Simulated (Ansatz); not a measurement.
## Elastic constants of MgSe (Fm-3m) under pressure

```yaml
crystal:
  lattice:
    - [0.00000, 2.73610, 2.73610]
    - [2.73610, 0.00000, 2.73610]
    - [2.73610, 2.73610, 0.00000]
  atoms:
    - { symbol: Mg, position: [0.00000, 0.00000, 0.00000] }
    - { symbol: Se, position: [0.50000, 0.50000, 0.50000] }
```

This is the zero-pressure cell. At each pressure cell and atoms are relaxed in this structure, and the constants are slopes of the stress at strains of ±0.005 with relaxed ions (the coefficients that govern stability under load). Level: r²SCAN, PAW on Ansatz 0.2.0's default frozen-core files (fitted under PBE), scalar-relativistic; k mesh 8×8×8, strains of ±0.005, fixed occupations, cutoff 500 eV. P is the pressure of the relaxed cell, less that of this one.

```csv
P (GPa),V/V₀,C11 (GPa),C12 (GPa),C44 (GPa)
0.00,1.0000,124.7,37.0,48.5
0.99,0.9855,133.6,38.6,49.3
1.97,0.9723,142.2,40.1,50.1
4.00,?,?,?,?
6.96,0.9158,185.2,47.5,53.5
9.99,0.8883,210.4,51.8,55.4
15.01,0.8498,251.1,58.5,58.1
```

Problem. Does the bulk modulus from the constants agree with the pressure-volume curve?

Solution. A third-order Birch-Murnaghan fit to the volumes shown (F against f, f = [(V₀/V)^(2/3) − 1]/2) gives B₀ = 66.2 GPa and B′ = 4.1. Its −V dP/dV stands beside (C11 + 2C12)/3:

```
P (GPa)  from P(V)  from the constants
   0.00       66.2                66.3
   0.99       70.2                70.3
   1.97       74.1                74.2
   6.96       93.4                93.4
   9.99      104.6               104.6
  15.01      122.9               122.7
```

Problem. What are the pressure derivatives at zero pressure?

Solution. Slopes at V₀ of quadratic fits in −ln(V/V₀) through the first four rows shown, divided by B₀: dC11/dP = 9.0, dC12/dP = 1.6, dC44/dP = 0.8. The mean slopes up to 2.0 GPa are 8.9, 1.6, 0.8; curvature and scatter of the constants part the two. The combination (dC11/dP + 2 dC12/dP)/3 = 4.1 stands against B′.

Problem. Fill the row at 4.00 GPa.

Solution. Cubic fits in −ln(V/V₀) through all rows shown give C11 = 159.9, C12 = 43.2, C44 = 51.6 GPa. Computed: V/V₀ = 0.9474, C11 (GPa) = 160.0, C12 (GPa) = 43.2, C44 (GPa) = 51.6.

Problem. Does a shear stiffness soften?

Solution. C44 goes from 48.5 to 58.1 GPa; (C11 − C12)/2 goes from 43.8 to 96.3 GPa. Neither ends more than 3 % under its start, and the lattice stays mechanically stable over this range.

Keep in mind: no other phase was computed; many crystals of this kind change structure within this range, and rows or crossings beyond such a change describe a metastable lattice; frozen-core PAW files fitted under PBE, their cores solved anew for the functional of the run; phonons weren't checked at these pressures.
